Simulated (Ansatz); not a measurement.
# GeO2: pressure series

Take GeO₂ (space group P3_121, No. 152) as the base.

```xyz
9
Lattice="5.0925 0.0000 0.0000 -2.5463 4.4103 0.0000 0.0000 0.0000 5.7686" Properties=species:S:1:pos:R:3 pbc="T T T"
Ge     2.3202     0.0000     4.8071
Ge    -1.1601     2.0093     0.9614
Ge     1.3862     2.4009     2.8843
O      1.2635     1.3154     4.2801
O      3.3216     0.4365     0.4344
O      3.0537     2.6584     2.3572
O     -1.2828     3.0948     5.3342
O      0.5075     1.7519     1.4885
O      0.7753     3.9738     3.4113
```

Cell and atoms are relaxed at each pressure.

Computed with DFT with PBE, PAW potentials and a 420 eV plane-wave cutoff in Ansatz (a quantum-chemistry and plane-wave program), no spin-orbit coupling, earlier PAW set.

| pressure (GPa) | volume per atom (Å³/atom) |
|---|---|
| -2 | 15.256 |
| -1 | 14.806 |
| 0 | 14.395 |
| 18 | 10.728 |
| 30 | ? |
| 45 | 8.922 |
| 60 | 8.359 |

Q: Fit the third-order Birch–Murnaghan form P(V) = (3B₀/2)[(V₀/V)^(7/3) − (V₀/V)^(5/3)]·[1 + (3/4)(B₀′ − 4)((V₀/V)^(2/3) − 1)] (squares taken in P) to the rows shown and predict the withheld row.

A: Least squares on the printed values gives V₀ = 14.308 Å³/atom, B₀ = 32.2 GPa, B₀′ = 4.5; this predicts 9.738 Å³/atom, and the run gives 9.721 Å³/atom, 0.017 lower.

Load acts through the strain it causes; cell and atoms are relaxed under it. Whether these cells are dynamically stable was not tested. Competing high-pressure phases were not computed.
